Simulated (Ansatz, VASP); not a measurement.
Se in VASP and in Ansatz

The input INCAR:

```
PREC = Accurate
ENCUT = 520
EDIFF = 1E-7
ISMEAR = -1
SIGMA = 0.1
LREAL = F
LASPH = T
NELM = 80
ALGO = Normal
ISIF = 2
LWAVE = F
LCHARG = F
NBANDS = 9
```

The input KPOINTS:

```
regular mesh
0
Gamma
  14 14 14
```

Contents of POSCAR:

```
Se
1.0
    0.0000000000      2.1170111064      2.1170111064
    2.1170111064      0.0000000000      2.1170111064
    2.1170111064      2.1170111064      0.0000000000
Se
1
Direct
    0.0000000000      0.0000000000      0.0000000000
```

Input for Ansatz:

```yaml
crystal:
  lattice:
    - [0.0, 2.1170111064, 2.1170111064]
    - [2.1170111064, 0.0, 2.1170111064]
    - [2.1170111064, 2.1170111064, 0.0]
  atoms:
    - { symbol: Se, position: [0.0, 0.0, 0.0] }
hamiltonian:
  xc: lda
  pseudopotentials:
    kind: paw
    azcp:
      Se: "pseudopotentials/Se.paw.azcp"
basis:
  ecutwfc: 420
  fft_grid_basis: typed
kpoints:
  mp_grid: { grid: [14, 14, 14], shift: [0, 0, 0] }
magnetization:
  spin_polarized: false
scf:
  occupations: { method: fermi_dirac, width: 0.1 }
  lower_state_search: "off"
output:
  stress: true
```

Alike in both runs: task single point; functional LDA; k mesh 14 × 14 × 14; occupations fermi-dirac, width 0.1 eV; no spin polarisation.

|  | VASP | Ansatz |
| --- | --- | --- |
| version | VASP 6.6.1 | Ansatz 0.2.0 |
| potentials or method | VASP PAW LDA potentials, release 64 (Se) | plane waves (420 eV) with PAW, scalar-relativistic |
| plane-wave cutoff (eV) | 520 | 420 |
| valence electrons in the cell | 6 | 16 |

```tsv
	VASP	Ansatz	Ansatz less VASP
pressure (GPa)	-0.1	-0.2	-0.16
```

The two sets of potentials don't hold the same shells in valence. Ansatz warned: «pseudo_functional_mismatch».
